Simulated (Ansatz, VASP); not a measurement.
**LiF in VASP and in Ansatz**

The input INCAR:

```
SYSTEM = LiF
PREC = Accurate
ENCUT = 520
EDIFF = 1E-6
ISMEAR = 0
SIGMA = 0.1
LREAL = .FALSE.
LASPH = .TRUE.
NELM = 60
ALGO = Normal
ISIF = 2
LWAVE = .FALSE.
LCHARG = .FALSE.
GGA = RP
NBANDS = 12
```

The input KPOINTS:

```
Automatic mesh
0
G
  10 10 10
  0 0 0
```

POSCAR

```
LiF
1.0
    2.5595330000      0.0000000000      0.0000000000
    0.0000000000      2.5595330000      0.0000000000
    0.0000000000      0.0000000000      2.5595330000
F Li
1 1
Direct
    0.5000000000      0.5000000000      0.5000000000
    0.0000000000      0.0000000000      0.0000000000
```

The input input.yaml:

```yaml
crystal:
  lattice:
    - [2.559533, 0.0, 0.0]
    - [0.0, 2.559533, 0.0]
    - [0.0, 0.0, 2.559533]
  atoms:
    - { symbol: F, position: [0.5, 0.5, 0.5] }
    - { symbol: Li, position: [0.0, 0.0, 0.0] }
kpoints:
  mp_grid: { grid: [10, 10, 10] }
scf:
  occupations: { method: gaussian, width: 0.1 }
hamiltonian:
  xc: rpbe
  pseudopotentials: { kind: all_electron, lapw: { basis_error: 0.001 } }
output:
  forces: true
  stress: true
  eigenvalues: true
```

Measurements of this composition are mostly on another form, of space group No. 225.

Alike in both runs: task single point; functional RPBE; k mesh 10 × 10 × 10; occupations gaussian, width 0.1 eV; no spin polarisation.

|  | VASP | Ansatz |
| --- | --- | --- |
| version | VASP 6.6.1 | Ansatz 0.2.0 |
| potentials or method | VASP PAW PBE potentials, release 64 (F, Li_sv) | all-electron LAPW, scalar-relativistic |
| plane-wave cutoff (eV) | 520 | see its input |

|  | VASP | Ansatz | Ansatz less VASP |
| --- | --- | --- | --- |
| gap on the k mesh at the Fermi level (eV) | 7.74 | 7.70 | -0.040 |
| least direct gap on the mesh (eV) | 8.40 | 8.36 | -0.042 |

Ansatz ran all-electron here, so the differences hold the error of VASP's frozen core and of both bases.

 RPBE gaps usually lie below the measured ones, often by a third to a half. A k mesh can miss the band edges.
